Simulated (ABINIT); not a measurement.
MgB2:

```xyz
3
Lattice="3.0850 0.0000 0.0000 -1.5425 2.6717 0.0000 0.0000 0.0000 3.5230" Properties=species:S:1:pos:R:3 pbc="T T T"
Mg    0.0000    0.0000    0.0000
B     1.5425    0.8906    1.7615
B     0.0000    1.7811    1.7615
```

Base run:

```yaml
Program: ABINIT 10.8.3 (patched build)
Functional: PBE
Potentials_or_basis: PseudoDojo NC SR PBE v0.4.1 standard
Cutoff: 1088 eV
k_mesh: 8 × 8 × 6
Occupations: fermi-dirac, width 0.05 eV
Spin: no spin polarisation
```

Its results: band gap on the k mesh none (metal or under the smearing width); pressure -1.0 GPa.

Q: The run is repeated on the same cell with these changes: potentials or basis from PseudoDojo NC SR PBE v0.4.1 standard to PseudoDojo NC SR PBE v0.5 standard; cutoff from 1088 eV to 1034 eV. What comes out?

A: Band gap on the k mesh none (metal or under the smearing width); pressure -1.6 GPa.

Not every run made on this cell is shown here.
